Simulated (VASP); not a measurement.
Input of a VASP 6.6.1 run:

INCAR

```
PREC = Normal
ENCUT = 520
EDIFF = 1E-4
ISMEAR = 0
SIGMA = 0.15
LREAL = False
LASPH = True
NELM = 60
ALGO = Fast
ISIF = 3
LWAVE = False
LCHARG = False
GGA = PE
IBRION = 2
NSW = 24
EDIFFG = -0.08
```

KPOINTS

```
Automatic mesh
0
Gamma
  5 5 5
```

Contents of POSCAR:

```
SiGe3
1.0
    4.6745112100      0.0000000000      0.0000000000
   -2.3372556000      4.0482454600      0.0000000000
    0.0000000000      0.0000000000      4.5387250100
Si Ge
1 3
Direct
    0.0000000000      0.0000000000      0.5000000000
    0.3515901200      0.0000000000      0.0000000000
    0.0000000000      0.3515901200      0.0000000000
    0.6484098800      0.6484098800      0.0000000000
```

Potentials or basis: VASP PAW PBE potentials, release 64 (Si, Ge_d).

Run with:

```bash
$ cat potpaw_PBE.64/Si/POTCAR potpaw_PBE.64/Ge_d/POTCAR > POTCAR
$ mpirun -np 1 vasp_std > vasp.out
```

(1) Predict the relaxed cell.

(2) Predict the space group after relaxing (to 0.05 Å).

## Answers

(1) a = 5.209 Å, b = 5.209 Å, c = 3.594 Å, α = 90.00°, β = 90.00°, γ = 120.00°.

(2) P-62m (No. 189).
